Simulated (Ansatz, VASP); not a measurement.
## ZnCu in VASP and in Ansatz

Contents of INCAR:

```
PREC = Accurate
ENCUT = 520
EDIFF = 1E-8
ISMEAR = -1
SIGMA = 0.08
LREAL = F
LASPH = T
NELM = 80
ALGO = Normal
ISIF = 2
LWAVE = F
LCHARG = F
GGA = PE
LEFG = T
NBANDS = 18
```

Contents of KPOINTS:

```
regular mesh
0
Gamma
  14 14 14
```

POSCAR

```
ZnCu
1.0
    2.9231579186      0.0000000000      0.0000000000
    0.0000000000      2.9231579186      0.0000000000
    0.0000000000      0.0000000000      2.9891750000
Zn Cu
1 1
Direct
    0.5000000000      0.5000000000      0.5000000000
    0.0000000000      0.0000000000      0.0000000000
```

Input for Ansatz:

```yaml
crystal:
  lattice:
    - [2.9231579186, 0.0, 0.0]
    - [0.0, 2.9231579186, 0.0]
    - [0.0, 0.0, 2.989175]
  atoms:
    - { symbol: Zn, position: [0.5, 0.5, 0.5] }
    - { symbol: Cu, position: [0.0, 0.0, 0.0] }
kpoints:
  mp_grid: { grid: [14, 14, 14] }
scf:
  occupations: { method: fermi_dirac, width: 0.08 }
hamiltonian:
  xc: pbe
  pseudopotentials: { kind: paw }
output:
  forces: true
  stress: true
  eigenvalues: true
  efg: { contact_densities: true }
```

Change from the starting cell: z stretched by +1.5 % at fixed volume, PAW files.

Alike in both runs: task electric field gradients; functional PBE; k mesh 14 × 14 × 14; occupations fermi-dirac, width 0.08 eV; no spin polarisation.

```csv
,VASP,Ansatz
version,VASP 6.6.1,Ansatz 0.2.0
potentials or method,"VASP PAW PBE potentials, release 64 (Zn, Cu)","PAW with Ansatz's default frozen-core files, scalar-relativistic"
plane-wave cutoff (eV),520,420
valence electrons in the cell,23,31
```

Ansatz gave:

```
pressure (GPa)                                                 : 2.3
largest component of the traceless stress (GPa)                : 0.32
Vzz of the field gradient on the site that differs most (V/Å²) : 3.3
```

Question: Estimate VASP's values.

Answer: Pressure (GPa): 2.9; largest component of the traceless stress (GPa): 0.35; Vzz of the field gradient on the site that differs most (V/Å²): 3.1.

The two sets of potentials don't hold the same shells in valence.
